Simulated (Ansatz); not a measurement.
**TaN: single point with PBE**

TaN:

```
CELL_PARAMETERS angstrom
3.66304 0.00000 0.00000
0.00000 3.66304 0.00000
0.00000 0.00000 4.56049
ATOMIC_POSITIONS crystal
Ta 0.00000 0.50000 0.00000
Ta 0.50000 0.00000 0.50000
N 0.00000 0.00000 0.25000
N 0.00000 0.00000 0.75000
```

The cell comes from a database or a generator and needn't be the stable form of this composition.

| Property | Result |
| --- | --- |
| Program | Ansatz 0.2.0 |
| Task | single point |
| Functional | PBE |
| Potentials or basis | Ansatz PAW |
| Cutoff | 420 eV (not typed: the program's choice for these potentials) |
| k mesh | 7 × 7 × 6 |
| Occupations | fermi-dirac, width 0.05 eV |
| Spin | no spin polarisation |

- Pressure: -19.8 GPa
- Band gap on the k mesh: none (metal or under the smearing width)

Stress tensor (GPa, compression positive):
```
-30.77   0.00   0.00
  0.00 -30.77   0.00
  0.00   0.00   2.24
```

Levels at points of the mesh, in eV from the Fermi level:
| k point | band 16 | band 17 | band 18 | band 19 | band 20 | band 21 |
| --- | --- | --- | --- | --- | --- | --- |
| (0.00, 0.00, 0.00) | -3.56 | -1.68 | 0.29 | 1.27 | 1.30 | 1.76 |
| (0.00, 0.00, -0.50) | -3.33 | -2.82 | -2.82 | 1.18 | 1.18 | 1.60 |

Wall time 2.6 s on 2 threads of Intel(R) Xeon(R) Processor @ 2.50GHz (Skylake/Cascade Lake) (shared host), peak memory 0.37 GiB.

Caveat: so large a pressure means that the cell lies far from this level's equilibrium, or that cutoff or potentials fall short; the pressure holds a Pulay correction of +0.3 GPa for the finite cutoff. The run has no spin-orbit coupling, so splittings on Ta are missing.
